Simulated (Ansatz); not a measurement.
The system is TiB.

```
Ti B
1.0
     6.12000    0.00000    0.00000
     0.00000    3.06000    0.00000
     0.00000    0.00000    4.56000
Ti B
4 4
Direct
  0.67700 0.25000 0.37700
  0.32300 0.75000 0.62300
  0.82300 0.75000 0.87700
  0.17700 0.25000 0.12300
  0.52900 0.25000 0.89700
  0.47100 0.75000 0.10300
  0.97100 0.75000 0.39700
  0.02900 0.25000 0.60300
```

| Property | Result |
| --- | --- |
| Program | Ansatz 0.2.0 |
| Task | single point |
| Functional | PBEsol |
| Potentials or basis | Ansatz PAW |
| Cutoff | 420 eV (not typed: the program's choice for these potentials) |
| k mesh | 5 × 9 × 6 |
| Occupations | fermi-dirac, width 0.05 eV |
| Spin | no spin polarisation |

On this cell: pressure -5.7 GPa; largest force 0.260 eV/Å; band gap on the k mesh none (metal or under the smearing width).

The same run follows on a disturbed copy (atoms moved at random, drawn with an rms of 0.05 Å):

```xyz
8
Lattice="6.1200 0.0000 0.0000 0.0000 3.0600 0.0000 0.0000 0.0000 4.5600" Properties=species:S:1:pos:R:3 pbc="T T T"
Ti    4.1685    0.8064    1.7192
Ti    1.9968    2.2983    2.8137
Ti    5.0146    2.3124    4.0106
Ti    1.0495    0.7459    0.5913
B     3.2330    0.7260    4.1034
B     2.9121    2.3176    0.4465
B     5.8960    2.3119    1.8272
B     0.1931    0.7518    2.7243
```

Q: What changes?

A: The energy (extrapolated to zero smearing) moves by +11.8 meV/atom; pressure -5.0 GPa; largest force 0.936 eV/Å; band gap on the k mesh none (metal or under the smearing width).

Forces in eV/Å, atoms in the order of the input:
```
Ti  -0.391 -0.467 -0.020
Ti  -0.376 -0.093  0.317
Ti   0.324 -0.260 -0.220
Ti   0.625  0.344 -0.605
B    0.055  0.897  0.012
B   -0.586 -0.548  0.107
B    0.514 -0.213  0.110
B   -0.165  0.340  0.299
```

Stress tensor (GPa, compression positive):
```
-5.68  0.37 -0.44
 0.37 -5.29 -0.60
-0.44 -0.60 -4.10
```

Caveats: the PAW data sets come from PBE, with cores solved anew for the run's functional, which leaves a small shift of forces and pressure.
